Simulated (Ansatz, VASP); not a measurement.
NiO in VASP and in Ansatz

```
Ni O
1.0
     0.00000    2.13384    2.13384
     2.13384    0.00000    2.13384
     2.13384    2.13384    0.00000
Ni O
1 1
Cartesian
  0.0000 0.0000 0.0000
  2.1338 2.1338 2.1338
```

Alike in both runs: task single point; functional PBE; k mesh 8 × 8 × 8; occupations gaussian, width 0.05 eV; collinear spin; Hubbard terms Ni d U = 6.2 eV.

|  | VASP | Ansatz |
| --- | --- | --- |
| version | VASP 6.6.1 | Ansatz 0.2.0 |
| potentials or method | VASP PAW PBE potentials, release 64 (Ni, O) | scalar-relativistic, plane waves, PAW |
| plane-wave cutoff (eV) | 520 | 420 |
| valence electrons in the cell | 16 | 24 |

```csv
,VASP,Ansatz,Ansatz less VASP
gap on the k mesh at the Fermi level (eV),2.36,1.94,-0.422
least direct gap on the mesh (eV),3.21,3.06,-0.157
pressure (GPa),-8.2,0.0,+8.24
net moment per atom (μB),1.00,1.00,0.000
size of the moment on the site where the two differ most (μB),1.83,1.74,-0.090
```

Site moments also hang on the region over which each program counts them. The programs project onto different local orbitals, so the same U acts differently. The two sets of potentials don't hold the same shells in valence.

Caveats: a cell with one magnetic atom can't hold antiferromagnetic order, which such compounds often take. The state reached can hang on the start; a lower one may exist. A k mesh can miss the band edges.
